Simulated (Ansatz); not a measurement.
Space group P-3m1 (No. 164). a = 3.559 Å, b = 3.559 Å, c = 6.317 Å, α = 90.00°, β = 90.00°, γ = 120.00°
```json
{"atom": "Ti", "site": "1a", "symmetry": "-3m.", "x": "0.0000", "y": "0.0000", "z": "0.0000"}
{"atom": "Se", "site": "2d", "symmetry": "3m.", "x": "0.3333", "y": "0.6667", "z": "0.2405"}
```

Equation of state of this TiSe2 structure (not necessarily the ground state), with shape and atoms relaxed at each volume where symmetry leaves them free. It has no gap at any of these volumes. Level of theory: DFT r2SCAN, scalar-relativistic, plane waves, PAW (Ansatz).

Settings: cutoff 500 eV, Γ-centred mesh 12×12×8 on the computed 3-atom cell, Gaussian smearing of 0.10 eV; no spin polarisation.

| V (Å³/atom) | E − E(largest V) (meV/atom) | P (GPa) |
| --- | --- | --- |
| 21.711 | 3.23 | 1.62 |
| 22.404 | -1.89 | 0.64 |
| 23.097 | -3.32 | 0.01 |
| 23.790 | -2.34 | -0.44 |
| 24.483 | 0.00 | -0.70 |

**Question.** Fit a third-order Birch–Murnaghan equation to E(V).

**Answer.** V0 = 23.11 Å³/atom, B0 = 18 GPa, B0' = 15.1. B0' is unusual or poorly fixed by this range.

The cell holds layers, and where no dispersion correction was added their binding is poorly described.

Cost: 5 runs of about 11 core-minutes in all, on Arm Neoverse V2 (shared hosts).